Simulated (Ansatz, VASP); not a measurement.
# Co in VASP and in Ansatz

```
Co
1.0
     0.00000    1.76011    1.76011
     1.76011    0.00000    1.76011
     1.76011    1.76011    0.00000
Co
1
Cartesian
  0.0000 0.0000 0.0000
```

Alike in both runs: functional PBE; k mesh 20 × 20 × 20; occupations gaussian, width 0.1 eV; collinear spin.

Ansatz relaxed the structure, and its values are those at the end. VASP's run is a single point on that final structure, the one shown.

|  | VASP | Ansatz |
| --- | --- | --- |
| version | VASP 6.6.1 | Ansatz 0.2.0 |
| potentials or method | VASP PAW PBE potentials, release 64 (Co) | scalar-relativistic, plane waves, PAW |
| plane-wave cutoff (eV) | 520 | 420 |
| valence electrons in the cell | 9 | 17 |

Ansatz gave:

| Item | Value |
| --- | --- |
| gap on the k mesh at the Fermi level (eV) | none |
| pressure (GPa) | 0.0 |
| net moment per atom (μB) | 1.64 |
| size of the moment on the site where the two differ most (μB) | 1.71 |

Q: Estimate VASP's values.

A: gap on the k mesh at the Fermi level (eV): none; pressure (GPa): -0.7; net moment per atom (μB): 1.64; size of the moment on the site where the two differ most (μB): 1.65.

Site moments also hang on the region over which each program counts them. A gap of «none» marks a metal or a gap that the smearing closes. The two sets of potentials don't hold the same shells in valence.
